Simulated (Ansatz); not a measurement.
**Property card for SiC**

Computed with DFT PBE, scalar-relativistic, plane waves, PAW (Ansatz).

Cutoff 420 eV; k points 12×12×4 on the computed 8-atom cell (Γ-centred); Gaussian smearing, width 0.02 eV; no spin polarisation.

The structure is relaxed at this level of theory with its symmetry kept.

Space group P6_3mc (No. 186). a = 3.094 Å, b = 3.094 Å, c = 10.129 Å, α = 90.00°, β = 90.00°, γ = 120.00°
```tsv
atom	site	symmetry	x	y	z
Si	2b	3m.	0.6667	0.3333	0.9378
Si	2a	3m.	0.0000	0.0000	0.6879
C	2b	3m.	0.6667	0.3333	0.7498
C	2a	3m.	0.0000	0.0000	0.5004
```

```json
{"Space group": "P6_3mc (No. 186)", "Volume per atom": "10.50 Å³", "Formation energy from the elements' standard states (uncorrected)": "-0.204 eV/atom", "Kohn–Sham band gap": "2.22 eV, indirect from Γ to M", "Löwdin character of the top 1 eV of the valence band": "C 2p 83 %, Si 3p 13 %", "Löwdin character of the lowest 1 eV of the conduction band": "Si 3p 45 %, C 2s 22 %, C 2p 11 %, unprojected 17 %", "Electron masses at the edge by Cartesian direction of the standard setting (m_e; degenerate bands sorted by energy; no spin-orbit coupling)": "x: 0.28; y: 0.57; z: 0.31", "Hole masses at the edge by Cartesian direction of the standard setting (m_e; degenerate bands sorted by energy; no spin-orbit coupling)": "x: 3.5, 0.31; y: 3.5, 0.31; z: 1.6, 1.6", "Bulk modulus": "213 GPa", "Its pressure derivative": "3.9", "Electronic dielectric constant xx, yy, zz of the standard setting (independent particles)": "7.3, 7.3, 7.6", "Bader charges (e)": "Si (2 in the cell) 2.75, Si (2 in the cell) 2.76, C (2 in the cell) -2.76, C (2 in the cell) -2.76"}
```